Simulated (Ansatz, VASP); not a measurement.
**One calculation of Mo, two programs**

```
Mo
1.0
    -1.58381    1.58381    1.58381
     1.58381   -1.58381    1.58381
     1.58381    1.58381   -1.58381
Mo
1
Direct
  0.00000 0.00000 0.00000
```

Alike in both runs: task relaxation of cell and atoms; functional BLYP; k mesh 12 × 12 × 12; occupations fermi-dirac, width 0.05 eV; no spin polarisation.

|  | VASP | Ansatz |
| --- | --- | --- |
| version | VASP 6.6.1 | Ansatz 0.2.0 |
| potentials or method | VASP PAW PBE potentials, release 64 (Mo_sv) | Ansatz PAW |
| plane-wave cutoff (eV) | 600 | 420 |
| valence electrons in the cell | 14 | 14 |

```tsv
	VASP	Ansatz	Ansatz less VASP
gap on the k mesh at the Fermi level, each at its own relaxed structure (eV)	none	none	-
relaxed volume (Å³/atom)	16.46	16.40	-0.062
relaxed cell length with the largest relative difference (Å)	2.776	2.772	-0.0035
energy change over the relaxation (meV/atom)	-15	-12	+3.0
```

A gap of «none» marks a metal or a gap that the smearing closes.

Caveats: the PAW data sets were made with another functional, which shifts forces and pressure a little (VASP); the plane-wave basis is chosen anew once the cell has moved, so the energies of steps on either side of that aren't comparable (Ansatz); the PAW data sets come from PBE, with cores solved anew for the run's functional, which leaves a small shift of forces and pressure (Ansatz).
